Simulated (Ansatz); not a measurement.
MgS (started from an entry of an open crystallographic database), relaxed with r2SCAN in Ansatz. Space group Fm-3m (No. 225), cubic; conventional cell a = 5.203 Å, 17.61 Å³ an atom. Mg has 6 S at 2.60 Å; S has 6 Mg at 2.60 Å.

The axes x, y and z are those of this cell:
```
CELL_PARAMETERS angstrom
0.00000 2.60152 2.60152
2.60152 0.00000 2.60152
2.60152 2.60152 0.00000
ATOMIC_POSITIONS crystal
Mg 0.00000 0.00000 0.00000
S 0.50000 0.50000 0.50000
```

Unstrained: The PBE gap is indirect, 2.790 eV (Γ to X), below the direct gap of 3.723 eV at Γ. r2SCAN gives an indirect gap of 3.463 eV, from Γ to X; the least direct gap is 4.642 eV at Γ. With HSE06 the valence top lies at Γ and the conduction bottom at X, 3.804 eV higher; the smallest vertical gap, at Γ, is 4.827 eV. Meshes: PBE 8×8×8, r2SCAN 8×8×8, HSE06 6×6×6. Strains are changes of length per length, and xy shears are angles. After each strain the atoms were relaxed again with r2SCAN within the symmetry that the strain leaves, so tilts or polar shifts that break it weren't tested; points keep the names that they have in the unstrained zone. No spin polarisation and no zero-point or thermal motion.

Problem. Apply isotropic +5.19 % on every length. How far does the gap move, against the unstrained cell?

Solution. PBE: the gap goes from 2.790 to 2.452 eV (-0.338 eV). r2SCAN: the gap goes from 3.463 to 3.123 eV (-0.340 eV). HSE06: the gap goes from 3.804 to 3.418 eV (-0.386 eV). The r2SCAN energy rises by 91.1 meV an atom.

Problem. Estimate what epitaxial -2.05 % in the xy plane, free normal strain +1.25 % does to the gap.

Solution. PBE: the gap goes from 2.790 to 2.713 eV (-0.077 eV); with r2SCAN the top three valence levels at Γ, degenerate before, become 1+2 from the top over 133 meV. r2SCAN: the gap goes from 3.463 to 3.382 eV (-0.081 eV). HSE06: the gap goes from 3.804 to 3.721 eV (-0.083 eV). The r2SCAN energy rises by 8.5 meV an atom.

Problem. Estimate what uniaxial +5.45 % along z, other directions held does to the gap.

Solution. PBE: the gap goes from 2.790 to 2.483 eV (-0.307 eV); with r2SCAN the top three valence levels at Γ, degenerate before, become 1+2 from the top over 206 meV. r2SCAN: the gap goes from 3.463 to 3.150 eV (-0.313 eV). HSE06: the gap goes from 3.804 to 3.462 eV (-0.342 eV). The r2SCAN energy rises by 19.9 meV an atom.

Problem. Estimate what xy shear, engineering strain (angle) +1.69 % does to the gap.

Solution. PBE: the gap goes from 2.790 to 2.701 eV (-0.089 eV); with r2SCAN the top three valence levels at Γ, degenerate before, become 1+1+1 from the top over 160 meV. r2SCAN: the gap goes from 3.463 to 3.368 eV (-0.095 eV). HSE06: the gap goes from 3.804 to 3.710 eV (-0.094 eV). The r2SCAN energy rises by 0.9 meV an atom.

The meshes of the hybrids are coarse, so their gaps aren't converged to the digits shown.

The splittings at Γ are without spin-orbit coupling, which regroups them where it is of like size or larger.
